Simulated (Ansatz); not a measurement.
**Hf₂N: how the energy converges with the cutoff**

Hf₂N, P1, a = 5.370 Å, b = 5.341 Å, c = 3.280 Å, α, β, γ = 90.5°, 90.2°, 88.6°. Ansatz: r2SCAN, PAW, cutoff varied, Γ-centred 6×6×8 mesh on 6 atoms, Gaussian smearing 0.10 eV; no spin polarisation. Single points at one geometry with displaced atoms, the cutoff alone changed; ΔE is the energy at zero smearing over the run at 500 eV. The runs up to 350 eV lie under the cutoff recommended for these PAW datasets.

| cutoff (eV) | ΔE (meV/atom) |
| --- | --- |
| 200 | ? |
| 250 | 1041.85 |
| 300 | 163.47 |
| 350 | 25.84 |

Task: Assume ΔE falls exponentially with the cutoff, fit y = ln ΔE against x, the cutoff in eV, to the other rows, and predict the missing value.

Result: y = 6.949, 5.097, 3.252. Means x = 300.0, y = 5.0993; Σ(Δx)² = 5000, ΣΔxΔy = -184.8; the slope is their ratio. y = 16.19 − 0.03697 x, a factor of ten per 62 eV. At 200 eV this gives ΔE = 6607.76 meV/atom. The run gave 5058.19, a ratio of 1.31. The decay is steady over these rows.

9 further runs of this set didn't finish or converge.

Cost: 5 runs of about 15 core-minutes in all, on Intel Xeon Processor @ 2.50GHz (Skylake/Cascade Lake) (shared hosts).